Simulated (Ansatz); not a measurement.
## Which way does LiBr + KF ⇌ LiF + KBr run?

Plane-wave DFT in Ansatz with scalar-relativistic PAW potentials, cutoff 420 eV, Γ-centred meshes chosen by cell and gap, Gaussian smearing with energies taken to zero width. Every cell was relaxed (cell and atoms) in a run of its own, within the symmetry of its start. Functional: PBEsol.

Total energies hold large constants for each element; a whole number of eV per atom of each element is taken off below, which cancels in a balanced reaction.

| compound | lowest structure computed | structures tried | V (Å³/atom) | gap on mesh (eV) | E (eV per formula unit, common shift removed) |
| --- | --- | --- | --- | --- | --- |
| LiBr | Fm-3m | 2 | 19.81 | 4.98 | -3.5873 |
| KF | Fm-3m | 1 | 18.70 | 6.15 | -5.1057 |
| LiF | Fm-3m | 2 | 8.05 | 9.05 | -5.5567 |
| KBr | Fm-3m | 2 | 35.12 | 4.34 | -3.9842 |

Q: Work out the reaction energy at 0 K.

A: ΔE = E(LiF) + E(KBr) − E(LiBr) − E(KF) = -0.848 eV, or -82 kJ per mole of reaction (-212 meV/atom). The right side is lower: Li takes F and K takes Br. Pauling's electronegativities (K 0.82, Li 0.98; Br 2.96, F 3.98) would pair K with F, the most ionic bond; the result goes the other way, so matching of sizes, lattice energies or covalent bonding outweigh it. The smaller cation ends with the smaller anion, the pairing that gives the greater sum of ionic lattice energies, which go as 1/(r₊ + r₋). All four are computed as solids; where they are solids at ordinary conditions entropy changes little. A lower structure that wasn't tried would shift the value, and mixed crystals may lie lower than either side.